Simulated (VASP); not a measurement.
# VH (Fm-3m) in VASP: single point with PBEsol

Aim: the single point of VH with PBEsol.

Everything below comes from runs of VASP 6.6.1. Logs are shortened: lines on timing, memory, paths and dates and some standing lists are left out, and cuts for length are marked.

### 1 The structure

It takes space group Fm-3m (No. 225, cubic). The conventional cell has a = 3.928 Å, b = 3.928 Å, c = 3.928 Å, α = 90.00°, β = 90.00°, γ = 90.00°. V (site symmetry m-3m) has 6 H at 1.96 Å as nearest neighbours. H (site symmetry m-3m) is surrounded by 6 V at 1.96 Å.

The cell comes from a database or a generator and needn't be the stable form of this composition.

### 2 Single point, PBEsol

Input file INCAR:

```
SYSTEM = VH
PREC = Accurate
ENCUT = 520
EDIFF = 1E-7
ISMEAR = 0
SIGMA = 0.15
LREAL = .FALSE.
LASPH = .TRUE.
NELM = 100
ALGO = Normal
ISIF = 2
LWAVE = .FALSE.
LCHARG = .FALSE.
GGA = PS
NBANDS = 14
```

Input file KPOINTS:

```
Automatic mesh
0
G
  20 20 20
  0 0 0
```

Input file POSCAR:

```
VH
1.0
    0.0000000000      1.9637535800      1.9637535800
    1.9637535800      0.0000000000      1.9637535800
    1.9637535800      1.9637535800      0.0000000000
V H
1 1
Direct
    0.0000000000      0.0000000000      0.0000000000
    0.5000000000      0.5000000000      0.5000000000
```

Potentials or basis: VASP PAW PBE potentials, release 64 (V_sv, H).

Command:

```
cat potpaw_PBE.64/V_sv/POTCAR potpaw_PBE.64/H/POTCAR > POTCAR
mpirun -np 1 vasp_std > vasp.out
```

OUTCAR:

```text
SYSTEM = VH
   PREC = Accurate
   ENCUT = 520
   EDIFF = 1E-7
   ISMEAR = 0
   LREAL = .FALSE.
   LASPH = .TRUE.
   NELM = 100
   ISIF = 2
   GGA = PS

 ion  position               nearest neighbor table
   1  0.000  0.000  0.000-
   2  0.500  0.500  0.500-

  LATTYP: Found a face centered cubic cell.
 ALAT       =     3.9275071600

  Lattice vectors:

 A1 = (   0.0000000000,   1.9637535800,   1.9637535800)
 A2 = (   1.9637535800,   0.0000000000,   1.9637535800)
 A3 = (   1.9637535800,   1.9637535800,   0.0000000000)

Analysis of symmetry for initial positions (statically):
=====================================================================
 Subroutine PRICEL returns:
 Original cell was already a primitive cell.

 Routine SETGRP: Setting up the symmetry group for a
 face centered cubic supercell.

 Subroutine GETGRP returns: Found 48 space group operations
 (whereof 48 operations were pure point group operations)
 out of a pool of 48 trial point group operations.

The static configuration has the point symmetry O_h .

Analysis of symmetry for dynamics (positions and initial velocities):
=====================================================================
 Subroutine PRICEL returns:
 Original cell was already a primitive cell.

 Routine SETGRP: Setting up the symmetry group for a
 face centered cubic supercell.

 Subroutine GETGRP returns: Found 48 space group operations
 (whereof 48 operations were pure point group operations)
 out of a pool of 48 trial point group operations.

The dynamic configuration has the point symmetry O_h .

 Subroutine INISYM returns: Found 48 space group operations
 (whereof 48 operations are pure point group operations),
 and found     1 'primitive' translations

----------------------------------------------------------------------------------------

                                     Primitive cell

  volume of cell :      15.1458

  direct lattice vectors                    reciprocal lattice vectors
     0.000000000  1.963753580  1.963753580    -0.254614431  0.254614431  0.254614431
     1.963753580  0.000000000  1.963753580     0.254614431 -0.254614431  0.254614431
     1.963753580  1.963753580  0.000000000     0.254614431  0.254614431 -0.254614431

  length of vectors
     2.777166946  2.777166946  2.777166946     0.441005130  0.441005130  0.441005130

  position of ions in fractional coordinates (direct lattice)
     0.000000000  0.000000000  0.000000000
     0.500000000  0.500000000  0.500000000

  ion indices of the primitive-cell ions
   primitive index   ion index
                 1           1
                 2           2

----------------------------------------------------------------------------------------

 KPOINTS: Automatic mesh

Automatic generation of k-mesh.
 Grid dimensions read from file:
 generate k-points for:   20   20   20

 Generating k-lattice:

  Cartesian coordinates                     Fractional coordinates (reciprocal lattice)
    -0.012730722  0.012730722  0.012730722     0.050000000  0.000000000  0.000000000
     0.012730722 -0.012730722  0.012730722     0.000000000  0.050000000  0.000000000
     0.012730722  0.012730722 -0.012730722     0.000000000  0.000000000  0.050000000

  Length of vectors
     0.022050257  0.022050257  0.022050257

  Shift w.r.t. Gamma in fractional coordinates (k-lattice)
     0.000000000  0.000000000  0.000000000

 Subroutine IBZKPT returns following result:
 ===========================================

 Found    256 irreducible k-points:

 Following reciprocal coordinates:
            Coordinates               Weight
  0.000000  0.000000  0.000000      1.000000
  0.050000  0.000000  0.000000      8.000000
  0.100000  0.000000  0.000000      8.000000
  0.150000  0.000000  0.000000      8.000000
  0.200000  0.000000  0.000000      8.000000
  0.250000  0.000000  0.000000      8.000000
[... 16 lines left out ...]
 -0.400000  0.050000  0.000000     24.000000
 -0.350000  0.050000  0.000000     24.000000
 [... further k-points ...]
   k-points           NKPTS =    256   k-points in BZ     NKDIM =    256   number of bands    NBANDS=     14
   number of dos      NEDOS =    301   number of ions     NIONS =      2
   total plane-waves  NPLWV =  13824
   dimension x,y,z NGX =    24 NGY =   24 NGZ =   24
   dimension x,y,z NGXF=    48 NGYF=   48 NGZF=   48
   ions per type =               1   1
   NGX,Y,Z   is equivalent  to a cutoff of  14.37, 14.37, 14.37 a.u.
   NGXF,Y,Z  is equivalent  to a cutoff of  28.73, 28.73, 28.73 a.u.
 SYSTEM =  VH
   PREC   = accura    normal or accurate (medium, high low for compatibility)
   ISTART =      0    job   : 0-new  1-cont  2-samecut
   ICHARG =      2    charge: 1-file 2-atom 10-const
   ISPIN  =      1    spin polarized calculation?
   LNONCOLLINEAR =      F non collinear calculations
   LSORBIT =      F    spin-orbit coupling
   LASPH  =      T    aspherical Exc in radial PAW
   ENCUT  =  520.0 eV  38.22 Ry    6.18 a.u.   5.16  5.16  5.16*2*pi/ulx,y,z
   NELM   =    100;   NELMIN=  2; NELMDL= -5     # of ELM steps
   EDIFF  = 0.1E-06   stopping-criterion for ELM
   LREAL  =      F    real-space projection
   EDIFFG = 0.1E-05   stopping-criterion for IOM
   NSW    =      0    number of steps for IOM
   IBRION =     -1    ionic relax: 0-MD 1-quasi-New 2-CG
   NFREE  =      0    steps in history (QN), initial steepest desc. (CG)
   ISIF   =      2    stress and relaxation
   ISYM   =      2    0-nonsym 1-usesym 2-fastsym
   POTIM  = 0.5000    time-step for ionic-motion
   TEBEG  =    0.0;   TEEND  =   0.0 temperature during run
   PSTRESS=    0.0 pullay stress
   NELECT =      14.0000    total number of electrons
   NUPDOWN=      -1.0000    fix difference up-down
   EMIN   =  10.00;   EMAX   =-10.00  energy-range for DOS
   EFERMI =   0.00;   METHOD = LEGACY
   ISMEAR =     0;   SIGMA  =   0.15  broadening in eV -4-tet -1-fermi 0-gaus
   EFERMI_NEDOS =   21; number of points for ismear=-14 and -15
   IALGO  =     38    algorithm
   IMIX   =      4    mixing-type and parameters
     AMIX     =   0.40;   BMIX     =  1.00
     AMIX_MAG =   1.60;   BMIX_MAG =  1.00
  volume/ion in A,a.u.               =       7.57        51.10
  Fermi-wavevector in a.u.,A,eV,Ry     =   1.594730  3.013603 34.601848  2.543164
  Thomas-Fermi vector in A             =   2.692759
   LORBIT       =      0    0 simple, 1 ext, 2 COOP (PROOUT), +10 PAW based schemes
   GGA     = PS    functional components
   LHFCALC =     F    Hartree Fock is set to
   AEXX    =    0.0000 exact exchange contribution
   IVDW    =     0    specifies the selected vdW correction
   LEPSILON=     F    determine dielectric tensor
   LRPA    =     F    only Hartree local field effects (RPA)
 non-spin polarized calculation
 Gauss-broadening in eV      SIGMA  =   0.15
  energy-cutoff  :      520.00
  volume of cell :       15.15
 maximum number of plane-waves:       420
 NGX is ok and might be reduce to    24
   NGX = 11   NGY = 11   NGZ = 11

 number of electron      14.0000004 magnetization

 Free energy of the ion-electron system (eV)
  ---------------------------------------------------
  ext. energy  EPLUGINS =         0.00000000
  ---------------------------------------------------
  free energy    TOTEN  =       -13.38891139 eV

  energy without entropy =      -13.37136370  energy(sigma->0) =      -13.38013754

 E-fermi :   9.7875     XC(G=0): -13.1137

 val. band max:        9.7841622745   @ k =  -0.4000   0.4000   0.0000
 cond. band min:       9.7893936467   @ k =   0.2500   0.1000   0.0500
 fundamental gap:      0.0052313722
 Fermi energy:         9.7874695839

 k-point     1 :       0.0000    0.0000    0.0000
  band No.  band energies     occupation
      1     -54.1069      2.00000
      2     -27.6981      2.00000
      3     -27.6981      2.00000
      4     -27.6981      2.00000
      5      -0.7342      2.00000
      6       9.7137      1.51311
      7       9.7137      1.51310
      8       9.7137      1.51310
      9      11.2029      0.00000
     10      11.2029      0.00000
     11      22.5736      0.00000
     12      26.2768      0.00000
     13      28.1336      0.00000
     14      28.1336      0.00000

 k-point     2 :       0.0500    0.0000    0.0000
  band No.  band energies     occupation
      1     -54.1038      2.00000
      2     -27.7155      2.00000
      3     -27.7002      2.00000
      4     -27.7002      2.00000
      5      -0.6546      2.00000
      6       9.6611      1.76648
      7       9.7438      1.31967
      8       9.7438      1.31966
      9      11.1773      0.00000
     10      11.1773      0.00000
     11      22.1596      0.00000
     12      26.3161      0.00000
     13      28.2056      0.00000
     14      28.2056      0.00000

 k-point     3 :       0.1000    0.0000    0.0000
  band No.  band energies     occupation
      1     -54.0950      2.00000
      2     -27.7657      2.00000
      3     -27.7061      2.00000
      4     -27.7061      2.00000
      5      -0.4189      2.00000
      6       9.5070      1.99182
      7       9.8217      0.74707
      8       9.8217      0.74707
      9      11.1162      0.00000
     10      11.1162      0.00000
     11      21.2111      0.00000
     12      26.3427      0.00000
     13      28.4089      0.00000
     14      28.4089      0.00000
[... 324 lines left out ...]
 k-point    23 :      -0.4000    0.0500    0.0000
  band No.  band energies     occupation
      1     -53.9887      2.00000
      2     -28.3328      2.00000
      3     -27.7917      2.00000
      4     -27.7738      2.00000
      5       3.5845      2.00000
      6       6.6794      2.00000
      7       9.3662      1.99993
      8       9.4131      1.99958
      9      12.1072      0.00000
     10      12.3468      0.00000
     11      17.0798      0.00000
     12      21.1012      0.00000
     13      28.4957      0.00000
     14      30.0059      0.00000

 k-point    24 :      -0.3500    0.0500    0.0000
  band No.  band energies     occupation
      1     -54.0010      2.00000
      2     -28.2687      2.00000
      3     -27.7855      2.00000
      4     -27.7633      2.00000
      5       2.8439      2.00000
      6       7.2880      2.00000
      7       9.4604      1.99795
      8       9.5222      1.98760
      9      11.8210      0.00000
     10      12.1594      0.00000
     11      17.1956      0.00000
     12      21.9809      0.00000
     13      28.4733      0.00000
     14      30.8492      0.00000

 [... further k-points ...]

------------------------ aborting loop because EDIFF is reached ----------------------------------------

  FORCE on cell =-STRESS in cart. coord.  units (eV):
  Direction    XX          YY          ZZ          XY          YZ          ZX
  --------------------------------------------------------------------------------------
  -------------------------------------------------------------------------------------
  Total       -0.3734671     -0.3734671     -0.3734671      0.0000000      0.0000000      0.0000000
  in kB      -39.5068117    -39.5068117    -39.5068117      0.0000000      0.0000000      0.0000000
  external PRESSURE =     -39.5068117 kB  Pullay stress =       0.0000000 kB

 VOLUME and BASIS-vectors are now :
 -----------------------------------------------------------------------------
  energy-cutoff  :      520.00
  volume of cell :       15.15
      direct lattice vectors                 reciprocal lattice vectors
     0.000000000  1.963753580  1.963753580    -0.254614431  0.254614431  0.254614431
     1.963753580  0.000000000  1.963753580     0.254614431 -0.254614431  0.254614431
     1.963753580  1.963753580  0.000000000     0.254614431  0.254614431 -0.254614431

 POSITION                                       TOTAL-FORCE (eV/Angst)
 -----------------------------------------------------------------------------------
      0.00000      0.00000      0.00000         0.000000      0.000000      0.000000
      1.96375      1.96375      1.96375         0.000000      0.000000     -0.000000
 -----------------------------------------------------------------------------------
    total drift:                                0.000000     -0.000000     -0.000000

  FREE ENERGIE OF THE ION-ELECTRON SYSTEM (eV)
  ---------------------------------------------------
  free  energy   TOTEN  =       -13.3889113852 eV

  energy  without entropy=      -13.3713636951  energy(sigma->0) =      -13.38013754
```

It took 36 s on 1 thread of AMD EPYC 9R45 (Zen 5), shared host; peak memory 0.15 GiB.

Results:

* Free energy: -13.3889 eV
* Pressure: -4.0 GPa
* Band gap on the k mesh: none (metal or under the smearing width)

Caveat: the PAW data sets were made with another functional, which shifts forces and pressure a little.
